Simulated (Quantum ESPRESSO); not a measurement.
# Pb (Fm-3m) in Quantum ESPRESSO: convergence with smearing width

Aim: find how far smearing width must go before the results for Pb settle, at PBE. This setting moves, with any that are tied to it; all else stays.

All numbers are computed with Quantum ESPRESSO 7.5; they aren't measurements. Logs are shortened: lines on timing, memory, paths and dates and some standing lists are left out, and cuts for length are marked.

**1. The structure**

Symmetry: Fm-3m, No. 225, cubic system. Conventional cell: a = 4.950 Å, b = 4.950 Å, c = 4.950 Å, α = 90.00°, β = 90.00°, γ = 90.00°. Pb (site symmetry m-3m) has 12 Pb at 3.50 Å as nearest neighbours.

**2. With smearing width 0.5 eV**

Contents of pw.in:

```
&CONTROL
  calculation = 'scf'
  prefix = 'pwscf'
  outdir = './tmp'
  pseudo_dir = './pseudo'
  tprnfor = .true.
  tstress = .true.
  disk_io = 'nowf'
/
&SYSTEM
  ibrav = 0
  nat = 1
  ntyp = 1
  ecutwfc = 36
  ecutrho = 216
  nbnd = 13
  occupations = 'smearing'
  smearing = 'gaussian'
  degauss = 0.03674932
/
&ELECTRONS
  conv_thr = 2d-10
  electron_maxstep = 120
  mixing_beta = 0.5
/
ATOMIC_SPECIES
Pb   207.2000 Pb.GGA_PBE-JTH.UPF
CELL_PARAMETERS angstrom
   0.0000000000    2.4750200000    2.4750200000
   2.4750200000    0.0000000000    2.4750200000
   2.4750200000    2.4750200000    0.0000000000
ATOMIC_POSITIONS crystal
Pb     0.0000000000    0.0000000000    0.0000000000
K_POINTS automatic
9 9 9 0 0 0
```

Potentials or basis: JTH 2.0 PBE.

Command:

```sh
OMP_NUM_THREADS=1 pw.x -in pw.in > pw.out
```

It took 8.2 s on 1 thread of Arm Neoverse V1, shared host; peak memory 0.07 GiB.

What came out:

| Property | Result |
| --- | --- |
| Free energy | -11844.4873 eV |
| Band gap on the k mesh | none (metal or under the smearing width) |

**3. With smearing width 0.3 eV**

pw.in: that of step 2 with these lines changed.

```diff
@@ -18,3 +18,3 @@
   smearing = 'gaussian'
-  degauss = 0.03674932
+  degauss = 0.02204959
 /
```

Potentials or basis: JTH 2.0 PBE.

Command:

```sh
OMP_NUM_THREADS=1 pw.x -in pw.in > pw.out
```

Wall time 8.1 s (1 thread of Arm Neoverse V1, shared host); peak memory 0.07 GiB.

What came out:

| Quantity | Value |
| --- | --- |
| Free energy | -11844.4724 eV |
| Band gap on the k mesh | none (metal or under the smearing width) |

**4. With smearing width 0.2 eV**

pw.in: that of step 3 with these lines changed.

```diff
@@ -18,3 +18,3 @@
   smearing = 'gaussian'
-  degauss = 0.02204959
+  degauss = 0.01469973
 /
```

Command:

```sh
OMP_NUM_THREADS=1 pw.x -in pw.in > pw.out
```

Run time: 8.3 s. Hardware: 1 thread of Arm Neoverse V1, shared host; peak memory 0.07 GiB.

What came out:

| Property | Result |
| --- | --- |
| Free energy | -11844.4681 eV |
| Band gap on the k mesh | none (metal or under the smearing width) |

**5. With smearing width 0.136 eV**

pw.in: that of step 4 with these lines changed.

```diff
@@ -18,3 +18,3 @@
   smearing = 'gaussian'
-  degauss = 0.01469973
+  degauss = 0.00999582
 /
```

Command:

```sh
OMP_NUM_THREADS=1 pw.x -in pw.in > pw.out
```

Run time: 8.3 s. Hardware: 1 thread of Arm Neoverse V1, shared host; peak memory 0.07 GiB.

What came out:

```yaml
Free_energy: -11844.4661 eV
Band_gap_on_the_k_mesh: none (metal or under the smearing width)
```

**6. With smearing width 0.1 eV**

pw.in: that of step 5 with these lines changed.

```diff
@@ -18,3 +18,3 @@
   smearing = 'gaussian'
-  degauss = 0.00999582
+  degauss = 0.00734986
 /
```

Potentials or basis: JTH 2.0 PBE.

Command:

```sh
OMP_NUM_THREADS=1 pw.x -in pw.in > pw.out
```

Run time: 8.3 s. Hardware: 1 thread of Arm Neoverse V1, shared host; peak memory 0.07 GiB.

Results (log left out):

| Property | Result |
| --- | --- |
| Free energy | -11844.4654 eV |
| Band gap on the k mesh | none (metal or under the smearing width) |

**7. With smearing width 0.05 eV**

pw.in: that of step 6 with these lines changed.

```diff
@@ -18,3 +18,3 @@
   smearing = 'gaussian'
-  degauss = 0.00734986
+  degauss = 0.00367493
 /
```

Command:

```sh
OMP_NUM_THREADS=1 pw.x -in pw.in > pw.out
```

It took 8.2 s on 1 thread of Arm Neoverse V1, shared host; peak memory 0.07 GiB.

The run converged. Its results:

```yaml
Free_energy: -11844.4644 eV
Band_gap_on_the_k_mesh: none (metal or under the smearing width)
```

**8. With smearing width 0.025 eV**

pw.in: that of step 7 with these lines changed.

```diff
@@ -18,3 +18,3 @@
   smearing = 'gaussian'
-  degauss = 0.00367493
+  degauss = 0.00183747
 /
```

Command:

```sh
OMP_NUM_THREADS=1 pw.x -in pw.in > pw.out
```

Wall time 8.3 s (1 thread of Arm Neoverse V1, shared host); peak memory 0.07 GiB.

The run converged. Its results:

* Free energy: -11844.4639 eV
* Band gap on the k mesh: none (metal or under the smearing width)

**9. With smearing width 0.01 eV**

pw.in: that of step 8 with these lines changed.

```diff
@@ -18,3 +18,3 @@
   smearing = 'gaussian'
-  degauss = 0.00183747
+  degauss = 0.00073499
 /
```

Potentials or basis: JTH 2.0 PBE.

Command:

```sh
OMP_NUM_THREADS=1 pw.x -in pw.in > pw.out
```

pw.out:

```text
This program is part of the open-source Quantum ESPRESSO suite
     for quantum simulation of materials; please cite
         "P. Giannozzi et al., J. Phys.:Condens. Matter 21 395502 (2009);
         "P. Giannozzi et al., J. Phys.:Condens. Matter 29 465901 (2017);
         "P. Giannozzi et al., J. Chem. Phys. 152 154105 (2020);
     in publications or presentations arising from this work. More details at

     file Pb.GGA_PBE-JTH.UPF: wavefunction(s)  0S 6P 0P 5D 0D renormalized
     Message from routine setup:
     using ibrav=0 with symmetry is DISCOURAGED, use correct ibrav instead

     G-vector sticks info
     --------------------
     sticks:   dense  smooth     PW     G-vecs:    dense   smooth      PW
     Sum         649     433    151                10969     5961    1139

     Using Slab Decomposition

     bravais-lattice index     =            0
     lattice parameter (alat)  =       6.6144  a.u.
     unit-cell volume          =     204.6269 (a.u.)^3
     number of atoms/cell      =            1
     number of atomic types    =            1
     number of electrons       =        14.00
     number of Kohn-Sham states=           13
     kinetic-energy cutoff     =      36.0000  Ry
     charge density cutoff     =     216.0000  Ry
     scf convergence threshold =      2.0E-10
     mixing beta               =       0.5000
     number of iterations used =            8  plain     mixing
     Exchange-correlation= SLA PW PBX PBC
                           (   1   4   3   4   0   0   0)

     celldm(1)=   6.614432  celldm(2)=   0.000000  celldm(3)=   0.000000
     celldm(4)=   0.000000  celldm(5)=   0.000000  celldm(6)=   0.000000

     crystal axes: (cart. coord. in units of alat)
               a(1) = (   0.000000   0.707107   0.707107 )
               a(2) = (   0.707107   0.000000   0.707107 )
               a(3) = (   0.707107   0.707107   0.000000 )

     reciprocal axes: (cart. coord. in units 2 pi/alat)
               b(1) = ( -0.707107  0.707107  0.707107 )
               b(2) = (  0.707107 -0.707107  0.707107 )
               b(3) = (  0.707107  0.707107 -0.707107 )

     PseudoPot. # 1 for Pb read from file:
     Pb.GGA_PBE-JTH.UPF
     Pseudo is Projector augmented-wave + core cor, Zval = 14.0
     Generated using ATOMPAW code
     Shape of augmentation charge: BESSEL
     Using radial grid of 1130 points,  6 beta functions with:
                l(1) =   0
                l(2) =   0
                l(3) =   1
                l(4) =   1
                l(5) =   2
                l(6) =   2
     Q(r) pseudized with 0 coefficients

     atomic species   valence    mass     pseudopotential
     Pb               14.00   207.20000     Pb( 1.00)

     48 Sym. Ops., with inversion, found

   Cartesian axes

     site n.     atom                  positions (alat units)
         1        Pb     tau(   1) = (   0.0000000   0.0000000   0.0000000  )

     number of k points=    35  Gaussian smearing, width (Ry)=  0.0007
                       cart. coord. in units 2pi/alat
        k(    1) = (   0.0000000   0.0000000   0.0000000), wk =   0.0027435
        k(    2) = (   0.0785674   0.0785674  -0.0785674), wk =   0.0219479
        k(    3) = (   0.1571348   0.1571348  -0.1571348), wk =   0.0219479
        k(    4) = (   0.2357023   0.2357023  -0.2357023), wk =   0.0219479
        k(    5) = (   0.3142697   0.3142697  -0.3142697), wk =   0.0219479
        k(    6) = (   0.1571348   0.0000000  -0.0000000), wk =   0.0164609
[... 27 lines left out ...]
        k(   34) = (  -0.0000000  -0.4714045   0.6285394), wk =   0.0658436
        k(   35) = (  -0.0785674  -0.3928371   0.7071068), wk =   0.0658436

     Dense  grid:    10969 G-vectors     FFT dimensions: (  32,  32,  32)

     Smooth grid:     5961 G-vectors     FFT dimensions: (  25,  25,  25)

     Initial potential from superposition of free atoms

     starting charge      13.9976, renormalised to      14.0000
     Starting wfcs are   18 randomized atomic wfcs

     Self-consistent Calculation

     iteration #  1     ecut=    36.00 Ry     beta= 0.50
     Davidson diagonalization with overlap
     ethr =  1.00E-02,  avg # of iterations =  9.4

     Threshold (ethr) on eigenvalues was too large:
     Diagonalizing with lowered threshold

     Davidson diagonalization with overlap
     c_bands:  1 eigenvalues not converged
     c_bands:  1 eigenvalues not converged
     c_bands:  2 eigenvalues not converged
     c_bands:  1 eigenvalues not converged
     c_bands:  1 eigenvalues not converged
     c_bands:  1 eigenvalues not converged
     c_bands:  1 eigenvalues not converged
     c_bands:  1 eigenvalues not converged
     ethr =  2.28E-05,  avg # of iterations = 12.5

     total energy              =    -870.55126698 Ry
     estimated scf accuracy    <       0.00330820 Ry

     iteration #  2     ecut=    36.00 Ry     beta= 0.50
     Davidson diagonalization with overlap
     c_bands:  2 eigenvalues not converged
     c_bands:  1 eigenvalues not converged
     ethr =  2.36E-05,  avg # of iterations =  3.4
[... 32 lines left out ...]
     total energy              =    -870.55202252 Ry
     estimated scf accuracy    <          8.9E-10 Ry

     iteration #  7     ecut=    36.00 Ry     beta= 0.50
     Davidson diagonalization with overlap
     ethr =  6.34E-12,  avg # of iterations =  6.5

     total energy              =    -870.55202252 Ry
     estimated scf accuracy    <          5.0E-10 Ry

     iteration #  8     ecut=    36.00 Ry     beta= 0.50
     Davidson diagonalization with overlap
     ethr =  3.56E-12,  avg # of iterations =  2.1

     End of self-consistent calculation

          k = 0.0000 0.0000 0.0000 (   725 PWs)   bands (ev):

    -6.6033  -6.6033  -6.6033  -6.4626  -6.4626  -1.2875  17.8770  17.8770
    17.8770  20.2791  21.7917  22.9975  22.9975

          k = 0.0786 0.0786-0.0786 (   743 PWs)   bands (ev):

    -6.6051  -6.5873  -6.5873  -6.4635  -6.4635  -1.0498  15.5166  17.5972
    17.5972  19.8800  22.7830  23.4989  23.4990

          k = 0.1571 0.1571-0.1571 (   751 PWs)   bands (ev):

    -6.6097  -6.5682  -6.5682  -6.4419  -6.4419  -0.3384  12.0535  17.0004
    17.0004  19.5301  22.3689  23.1294  23.1294

          k = 0.2357 0.2357-0.2357 (   751 PWs)   bands (ev):

    -6.6215  -6.5781  -6.5781  -6.3830  -6.3830   0.8035   8.9368  16.4278
    16.4278  19.4333  21.0625  22.2286  22.2286
[... 143 lines left out ...]
    -6.7131  -6.6420  -6.3867  -6.3459  -6.3060   3.4232   8.0023  11.4309
    11.7643  17.7687  18.8120  26.4545  28.5532

          k =-0.0000-0.4714 0.6285 (   738 PWs)   bands (ev):

    -6.6672  -6.5955  -6.4241  -6.3972  -6.3073   3.7702   8.1717   9.6872
    11.9921  18.4749  21.2046  25.4430  25.8015

          k =-0.0786-0.3928 0.7071 (   745 PWs)   bands (ev):

    -6.5967  -6.5827  -6.5014  -6.4117  -6.3068   3.6508   8.6571   9.6071
    11.2664  20.7707  21.8880  22.8543  24.8524

     the Fermi energy is    10.3429 ev

!    total energy              =    -870.55202252 Ry
     total all-electron energy =      -870.552023 Ry
     estimated scf accuracy    <          1.4E-12 Ry
     smearing contrib. (-TS)   =      -0.00001358 Ry
     internal energy E=F+TS    =    -870.55200894 Ry

     The total energy is F=E-TS. E is the sum of the following terms:
     one-electron contribution =     -27.24756000 Ry
     hartree contribution      =      34.96611752 Ry
     xc contribution           =     -17.55899781 Ry
     ewald contribution        =     -96.06712013 Ry
     one-center paw contrib.   =    -764.64444852 Ry

     convergence has been achieved in   8 iterations

     Forces acting on atoms (cartesian axes, Ry/au):

     atom    1 type  1   force =     0.00000000    0.00000000    0.00000000

     Total force =     0.000000     Total SCF correction =     0.000000

     Computing stress (Cartesian axis) and pressure

          total   stress  (Ry/bohr**3)                   (kbar)     P=        5.92
   0.00004024   0.00000000   0.00000000            5.92        0.00        0.00
   0.00000000   0.00004024   0.00000000            0.00        5.92        0.00
   0.00000000   0.00000000   0.00004024            0.00        0.00        5.92

=------------------------------------------------------------------------------=
   JOB DONE.
=------------------------------------------------------------------------------=
```

Wall time 8.2 s (1 thread of Arm Neoverse V1, shared host); peak memory 0.07 GiB.

Results:

```
Free energy            : -11844.4637 eV
Band gap on the k mesh : none (metal or under the smearing width)
```

**10. Summary**

```csv
smearing width,"energy less the tightest run, at zero smearing (meV/atom)",SCF cycles,CPU time (s),peak memory (GiB)
0.5 eV,2.33,8,8.2,0.07
0.3 eV,-1.23,8,8.1,0.07
0.2 eV,-0.92,8,8.3,0.07
0.136 eV,-0.94,8,8.3,0.07
0.1 eV,-0.78,8,8.3,0.07
0.05 eV,-0.37,8,8.2,0.07
0.025 eV,-0.14,8,8.3,0.07
0.01 eV,0.00,8,8.2,0.07
```

Against the tightest run, the energy stays within 1 meV/atom from 0.2 eV on. Narrower smearing needs a denser k mesh, so at a fixed mesh the narrowest width isn't the most accurate. The tightest run that finished is the yardstick and may itself not be fully converged.

Caveats: the cutoff is low for these files, which shifts pressure and relaxed volume.
